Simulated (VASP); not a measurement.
Write the native input for VASP 6.6.1 that does the following.

```
Task                               : band structure
Functional                         : HSE06
Potentials or basis                : VASP PAW PBE potentials, release 64 (Cd, Te)
Cutoff                             : 520 eV
k mesh                             : 6 × 6 × 6
Occupations                        : gaussian, width 0.02 eV
Spin                               : no spin polarisation
Grid for exact exchange (PRECFOCK) : Fast
Screening parameter                : 0.2 1/A
Further INCAR settings             : ALGO = Normal; EDIFF = 1e-07
```

Crystal: CdTe.

```
Cd Te
1.0
     0.00000    3.20500    3.20500
     3.20500    0.00000    3.20500
     3.20500    3.20500    0.00000
Cd Te
1 1
Direct
  0.00000 0.00000 0.00000
  0.25000 0.25000 0.25000
```

The input as run:

POSCAR

```
CdTe
1.0
    0.0000000000      3.2050000000      3.2050000000
    3.2050000000      0.0000000000      3.2050000000
    3.2050000000      3.2050000000      0.0000000000
Cd Te
1 1
Direct
    0.0000000000      0.0000000000      0.0000000000
    0.2500000000      0.2500000000      0.2500000000
```

INCAR.step1

```
SYSTEM = CdTe
ALGO = Normal
EDIFF = 1E-5
ENCUT = 520
GGA = PE
ISIF = 2
ISMEAR = 0
KPAR = 4
LASPH = .True.
LCHARG = .False.
LREAL = .False.
LWAVE = .True.
NELM = 100
PREC = Accurate
SIGMA = 0.02
```

INCAR.step2

```
SYSTEM = CdTe
ALGO = Normal
EDIFF = 1E-7
ENCUT = 520
GGA = PE
HFSCREEN = 0.2
ISIF = 2
ISMEAR = 0
ISTART = 1
KPAR = 4
LASPH = .True.
LCHARG = .False.
LHFCALC = .True.
LREAL = .False.
LWAVE = .False.
NELM = 100
PREC = Accurate
PRECFOCK = Fast
SIGMA = 0.02
```

KPOINTS

```
k-points
0
Gamma
  6 6 6
  0 0 0
```

KPOINTS_OPT

```
path GXWKGLUWLK,UX
10
line-mode
reciprocal
 0.0000000000  0.0000000000  0.0000000000  G
 0.5000000000  0.0000000000  0.5000000000  X

 0.5000000000  0.0000000000  0.5000000000  X
 0.5000000000  0.2500000000  0.7500000000  W

 0.5000000000  0.2500000000  0.7500000000  W
 0.3750000000  0.3750000000  0.7500000000  K

 0.3750000000  0.3750000000  0.7500000000  K
 0.0000000000  0.0000000000  0.0000000000  G

 0.0000000000  0.0000000000  0.0000000000  G
 0.5000000000  0.5000000000  0.5000000000  L

 0.5000000000  0.5000000000  0.5000000000  L
 0.6250000000  0.2500000000  0.6250000000  U

 0.6250000000  0.2500000000  0.6250000000  U
 0.5000000000  0.2500000000  0.7500000000  W

 0.5000000000  0.2500000000  0.7500000000  W
 0.5000000000  0.5000000000  0.5000000000  L

 0.5000000000  0.5000000000  0.5000000000  L
 0.3750000000  0.3750000000  0.7500000000  K

 0.6250000000  0.2500000000  0.6250000000  U
 0.5000000000  0.0000000000  0.5000000000  X
```

Potentials or basis: VASP PAW PBE potentials, release 64 (Cd, Te).

The run is started by

```bash
$ cat potpaw_PBE.64/Cd/POTCAR potpaw_PBE.64/Te/POTCAR > POTCAR
$ cp INCAR.step1 INCAR
$ mpirun -np 4 vasp_std > vasp.out
$ cp INCAR.step2 INCAR
$ mpirun -np 4 vasp_std > vasp.out
```

Results of the run:

The pressure is 3.3 GPa. The band gap on the k mesh is 1.67 eV, direct. The band gap along the path is 1.67 eV, direct.

Caveat: the PAW data sets were made with another functional, which shifts forces and pressure a little; spin-orbit coupling is left out, which moves the levels of the heavy elements.

Run time: 49 min on 4 MPI ranks on AMD EPYC 7R13 Processor (Zen 3) (shared host), peak memory 0.41 GiB a rank.
